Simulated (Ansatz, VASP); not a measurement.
# CuTe: VASP beside Ansatz, part 2 of 2

Aim: how closely do two programs agree when they are given the same cell, functional and k mesh? The cell is taken from a series of VASP runs on this material, whose earlier steps may have relaxed, scaled or displaced it; both programs get it as it stands.

VASP 6.6.1 and Ansatz 0.2.0.

So far: The starting structure; VASP: relaxation of cell and atoms, PBEsol.

**3. Ansatz: relaxation of cell and atoms, PBEsol**

Level of this step: Ansatz beside VASP: Kohn-Sham DFT, plane waves, PBEsol (Ansatz).

Ansatz runs on its default PAW (the set named soft_2) files.

The same cell, functional, mesh and smearing now go to Ansatz, which takes its cutoff from its data sets.

input.yaml reads:

```yaml
crystal:
  lattice:
    - [3.1410485525, 0.0, 0.0]
    - [0.0, 3.9834682529, 0.0]
    - [0.0, 0.0, 7.0051181459]
  atoms:
    - { symbol: Te, position: [0.5, 0.5, 0.775350236] }
    - { symbol: Te, position: [0.0, 0.0, 0.224649764] }
    - { symbol: Cu, position: [0.5, 0.0, 0.5400762953] }
    - { symbol: Cu, position: [0.0, 0.5, 0.4599237047] }
hamiltonian:
  xc: pbesol
  pseudopotentials: { kind: paw }
kpoints:
  mp_grid: { grid: [16, 12, 8] }
scf:
  occupations: { method: methfessel_paxton, width: 0.15 }
relax:
  f_tol: 0.01
  max_steps: 60
  cell: { stress_tol: 0.05 }
output:
  forces: true
  stress: true
```

On the command line:

```
$ ansatz run input.yaml --threads 4 --pin off --max-ram 9216MiB --backend cpu --events-out ev --progress --plain --runs-dir out
```

Numbers of over 12 decimals in the logs are rounded to 6 here.

What it wrote:

```text
Engine: ansatz 0.2.0, aarch64-unknown-linux-gnu
Pseudopotentials: kind: paw
Pseudopotential: Te, paw, valence charge 16, recommended cutoff 420 eV (normal), Te.paw.azcp
Pseudopotential: Cu, paw, valence charge 19, recommended cutoff 420 eV (normal), Cu.paw.azcp
Functional definition: PBEsol
  exchange = pbesol_x
  correlation = pbesol_c
Crystal: 4 atoms, lattice volume = 87.650 Å³
Basis set: ecut = 420 eV, 1733 PW (Γ), exchange–correlation on 48×54×96 points (8 copies of the dense FFT grid, shifted against one another)
Bands: 42, of which v1, the nominal top of the filled ones, is band 35 counted from 1 (34 counted from 0)
Symmetry: 8 space group operations
Space group: Pmmn (ITA 59), of the structure as read, at distance tolerance 4.4e-5 Å
k-points: 315 of 1536
Non-local potential: Te, projectors of the file, l = 0: 2, l = 1: 2, l = 2: 2, l = 3: 2
Non-local potential: Cu, projectors of the file, l = 0: 3, l = 1: 2, l = 2: 3, l = 3: 1
PAW form: soft (Blöchl's): semilocal exchange-correlation on the pseudo side does not see the compensation charge
PAW frozen core: Te, regenerated for the run's functional, and the local potential with it (the file was generated under x = pbe(κ = 0.804, μ = 0.219515), c = pbe(β = 0.066725))
PAW frozen core: Cu, regenerated for the run's functional, and the local potential with it (the file was generated under x = pbe(κ = 0.804, μ = 0.219515), c = pbe(β = 0.066725))
PAW one-centre angular grid: Te, 590 points (default); XC on 64 Gauss nodes
PAW one-centre angular grid: Cu, 590 points (default); XC on 64 Gauss nodes
Initial density: superposition of atomic densities (neutral atoms: chi_scale 0, normalization atom), corrected by the library's trained network
Initial wavefunctions: pseudopotential atomic-orbital guess
Functional: x = pbesol(κ = 0.804, μ = 0.123457), c = pbesol(β = 0.046)
SCF iter   1: F=—  HF=-26980.778983 eV  |F-HF|=—  |Δ(HF+E_count)|=         —  Δρ=1.21e-2  dr2=8.53e-2  ethr=1.77e-3  ⟨swp⟩=7.1  Hψ=53424  notcnv=0  defer=15
preconditioner: auto → LDOS  [metal: Δε(μ)=0.008 eV  Ē_g=8.615 eV  σ=0.150 eV  W_gap=0.04  n_scr=24 (ndim 8)  ℏωp=23.1 eV  f_vac=0.073  D(μ)=1.49/eV (n_scr^D=4)  β→1.0]
SCF iter   2: F=—  HF=-26980.807827 eV  |F-HF|=—  |Δ(HF+E_count)|=   2.88e-2  S|Δr|=    0.00e0  Δρ=1.73e-2  dr2=1.43e-1  ethr=1.22e-4  ⟨swp⟩=2.0  Hψ=28303  notcnv=0  defer=671
SCF iter   3: F=—  HF=-26980.768345 eV  |F-HF|=—  |Δ(HF+E_count)|=   3.95e-2  S|Δr|=    0.00e0  Δρ=5.74e-3  dr2=1.82e-2  ethr=1.22e-4  ⟨swp⟩=2.0  Hψ=25097  notcnv=0  defer=671
SCF iter   4: F=—  HF=-26980.763376 eV  |F-HF|=—  |Δ(HF+E_count)|=   4.97e-3  S|Δr|=    0.00e0  Δρ=1.40e-3  dr2=1.04e-3  ethr=2.59e-5  ⟨swp⟩=2.0  Hψ=19240  notcnv=0  defer=39
SCF iter   5: F=—  HF=-26980.763147 eV  |F-HF|=—  |Δ(HF+E_count)|=   2.29e-4  S|Δr|=    0.00e0  Δρ=1.72e-4  dr2=1.66e-5  ethr=1.48e-6  ⟨swp⟩=2.0  Hψ=16678  notcnv=0  defer=39
SCF iter   6: F=—  HF=-26980.763138 eV  |F-HF|=—  |Δ(HF+E_count)|=   8.70e-6  S|Δr|=    0.00e0  Δρ=2.50e-5  dr2=3.54e-7  ethr=2.38e-8  ⟨swp⟩=2.6  Hψ=21634  notcnv=0  defer=39
SCF iter   7: F=-26980.763138 eV  HF=-26980.763138 eV  |F-HF|=2.47e-8  |Δ(HF+E_count)|=   1.47e-7  S|Δr|=    0.00e0  Δρ=4.52e-6  dr2=3.30e-8  ethr=1.43e-10  ⟨swp⟩=5.0  Hψ=47635  notcnv=0
SCF 1 converged in 7 iterations: F = -26980.763138 eV  dr2 = 3.30e-8
  greatest PAW one-centre occupation: 1.000 electrons in one spin orbital (limit 2), on the Cu atom at site 3 (counted from 0), in its partial waves of l = 0
relax step   1: F+E_penalty+E_count = -26980.76313799 eV  Δ(F+E_penalty+E_count) = +0.000e0 eV  max|allowed force component| = 4.376e-2 eV/Å  Δτ_max = 0.0000 Å  P = -0.197 GPa  Ω = 87.650 Å³  (7 SCF iters, dr2 threshold 1.00e-7 eV, accepted)
[...]
relax step   2: F+E_penalty+E_count = -26980.76339916 eV  Δ(F+E_penalty+E_count) = -2.612e-4 eV  max|allowed force component| = 1.315e-2 eV/Å  Δτ_max = 0.0095 Å  P = +0.044 GPa  Ω = 87.773 Å³  energy of the carried Pulay correction = -4.058e-5 eV  (6 SCF iters, dr2 threshold 1.81e-7 eV, accepted)
[...]
relax step   3: F+E_penalty+E_count = -26980.76344386 eV  Δ(F+E_penalty+E_count) = -4.470e-5 eV  max|allowed force component| = 6.990e-3 eV/Å  Δτ_max = 0.0015 Å  P = -0.011 GPa  Ω = 87.806 Å³  energy of the carried Pulay correction = -5.175e-5 eV  (5 SCF iters, dr2 threshold 1.69e-8 eV, accepted)
[...]
relax step   4: F+E_penalty+E_count = -26980.76349827 eV  Δ(F+E_penalty+E_count) = -5.441e-5 eV  max|allowed force component| = 7.006e-3 eV/Å  Δτ_max = 0.0000 Å  P = -0.011 GPa  Ω = 87.806 Å³  stress off target by 3.50e-2 GPa  SCF on the basis re-selected at this cell (its energy is not comparable with the rows above)  (5 SCF iters)
basis re-selected at this cell: Δ(F+E_penalty+E_count) = -5.441e-5 eV, ΔP = -0.000 GPa vs the last step (what re-selecting the basis moved, of the pressure what is left beyond the Pulay correction that the steps carried, after the strain that the cell walked since its last selection, with what the two solves' SCF thresholds leave and, on support functions, any second-order correction that the steps lacked; it is no m [...]
SCF converged after 5 iterations
Stability not checked: this state was not tested for a lower state beside it, because cold or Methfessel-Paxton smearing, or corrected tetrahedra, fill the levels in a way that the test cannot read (fill_not_monotonic; see scf.lower_state_search)
Free energy (F): -26980.763498 eV
Harris-Foulkes:  -26980.763498 eV  (|F-HF|=2.55e-11)
Internal energy: -26980.764402 eV  (E = F + TS)
E sigma→0 (E₀):  -26980.763724 eV
Entropy (-TS):   0.000904 eV (0.226 meV/atom)
Fermi energy:    11.318075 eV
--- Per-component energies (eV) ---
  E_band       = -1377.624058
  E_kinetic    = 963.830868
  E_local      = -15621.266706  (includes V_loc(G=0)·N_el)
  E_nonlocal   = 176.589910
  E_hartree    = 7607.995192
  E_xc         = -424.679423
  E_vxc        = -438.976230  (∫ρ·V_xc dr)
  E_paw        = -12430.008946  (= ΣΔE_a)
  E_vpaw       = -1673.791947  (= ΣTr[D̂ρ^β])
  E_aug_tail   = 0.000147  (compensation charges beyond the density's cutoff)
  E_ewald      = -7254.387478
  E_core_change = 1.162035  (= ΣΔE_core)
  E_smearing   = 0.000904  (= −TS)
  E_closure    = -0.000000  (closes the sum)
  Σ components = -26980.763498   (vs F -26980.763498, Δ=0.00e0)
--- Forces (eV/Å), atoms counted from 1 ---
  atom   1  Te     0.00000000     0.00000000     0.00157501
  atom   2  Te     0.00000000     0.00000000    -0.00157501
  atom   3  Cu     0.00000000     0.00000000    -0.00700556
  atom   4  Cu     0.00000000     0.00000000     0.00700556
  max |Σ_I F_I| component: 8.67e-19 eV/Å
--- Stress (GPa, compression-positive) ---
       -0.034978       0.000000       0.000000
        0.000000      -0.008964       0.000000
        0.000000       0.000000       0.009510
  P = ⅓ Tr σ = -0.0115 GPa (-0.115 kbar)
--- Relaxed structure (3 steps of the walk, 3 accepted, 1 SCFs on fresh bases) ---
  F+E_penalty+E_count = -26980.76349827 eV   max|allowed force component| = 7.006e-3 eV/Å   (the final SCF, on the basis selected at the relaxed cell)
  cell:  # Å, volume = 87.8063 Å³
    - [3.145682, 0.0, 0.0]
    - [0.0, 3.977114, 0.0]
    - [0.0, 0.0, 7.018477]
  atoms:
    - { symbol: Te, position: [0.5, 0.5, 0.774131] }
    - { symbol: Te, position: [0.0, 0.0, 0.225869] }
    - { symbol: Cu, position: [0.5, 0.0, 0.539596] }
    - { symbol: Cu, position: [0.0, 0.5, 0.460404] }
```

Run time: 55 s. Hardware: 4 threads of Arm Neoverse V1, shared host; peak memory 1 GiB; 3.6 min of CPU time.

**4. Comparison**

Known differences besides the potentials themselves: both relaxations stop at a tolerance, which leaves soft axes loose, and VASP keeps its plane-wave basis; the data sets hold 70 valence electrons in Ansatz (default PAW (the set named soft_2) files) and 34 in VASP; the cutoff is 420 eV in Ansatz and 520 eV in VASP; Ansatz makes its cores anew for this functional, VASP keeps those of its PBE data sets; Ansatz adds a Pulay correction to the stress that steers its cell, VASP none. Total energies have different zeros and are not compared.

Compared:

| quantity | Ansatz | VASP | difference |
| --- | --- | --- | --- |
| volume (Å³) | 87.81 | 87.68 | +0.14 % |
| edge a after relaxation, in the typed setting (Å) | 3.146 | 3.141 | +0.14 % |
| edge b after relaxation, in the typed setting (Å) | 3.977 | 3.984 | -0.17 % |
| edge c after relaxation, in the typed setting (Å) | 7.019 | 7.006 | +0.18 % |

The walks stopped with -0.01 GPa left in Ansatz and -0.01 GPa in VASP; each walk ends within a tolerance, so the volume difference is uncertain by about these residues over the bulk modulus, most in soft cells.

**5. What came out**

| Property | Result |
| --- | --- |
| difference in edge c after relaxation, in the typed setting (relaxation of cell and atoms, PBEsol) | 0.18 % |

**Reading.** The difference in edge c after relaxation, in the typed setting is 0.18 % (relaxation of cell and atoms, PBEsol), within the 1.2 % picked in this series as the mark of a large difference, as far as the stopping tolerances let one tell. Such differences can come from data sets, numerical settings and the points named under the comparisons, not from the functional's error against experiment.

[Lines on the potential files, build, host, timing and source positions are cut from VASP's logs without a mark.]

[Logs are printed without paths, hosts, clocks, repeated set-up lines and the standing remarks that a program may print on its own settings, such as how far it seeks lower states.]

[Hosts, paths, dates, database ids (printed as entryN), source tags and the programs' standing remarks are cut or masked in the printed files.]
